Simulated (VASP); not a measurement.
A run of VASP 6.6.1 is set up as follows.

The input INCAR:

```
SYSTEM = La2O3
PREC = Accurate
ENCUT = 600
EDIFF = 1E-7
ISMEAR = 0
SIGMA = 0.03
LREAL = .False.
LASPH = .True.
NELM = 80
ALGO = Normal
ISIF = 3
LWAVE = .False.
LCHARG = .False.
GGA = PE
IVDW = 12
IBRION = 2
NSW = 90
EDIFFG = -0.005
```

File KPOINTS:

```
Automatic mesh
0
Gamma
  9 9 5
  0 0 0
```

Contents of POSCAR:

```
La2O3                                   
1.0
    3.9178948181      0.0000000000      0.0000000000
   -1.9589474090      3.3929964418     -0.0000000000
    0.0000000000     -0.0000000000      6.0972102393
  La              O             
     2     3
Direct
     0.6666666699999979    0.3333333300000021    0.7541807694575543
     0.3333333300000021    0.6666666699999979    0.2458192305424457
     0.6666666699999979    0.3333333300000021    0.3540933304988803
     0.3333333300000021    0.6666666699999979    0.6459066695011197
     0.0000000000000000    0.0000000000000000    0.0000000000000000
```

Potentials or basis: VASP PAW PBE potentials, release 64 (La, O).

The run is started by

```bash
$ cat potpaw_PBE.64/La/POTCAR potpaw_PBE.64/O/POTCAR > POTCAR
$ mpirun -np 1 vasp_std > vasp.out
```

Problem. Estimate the dispersion energy per atom.

Solution. -0.261 eV.

Problem. Estimate the relaxed cell.

Solution. a = 3.919 Å, b = 3.919 Å, c = 6.091 Å, α = 90.00°, β = 90.00°, γ = 120.00°.

Forces on the atoms (eV/Å):
```
La   0.000  0.000 -0.003
La   0.000  0.000  0.003
O    0.000  0.000 -0.002
O    0.000  0.000  0.002
O    0.000  0.000  0.000
```
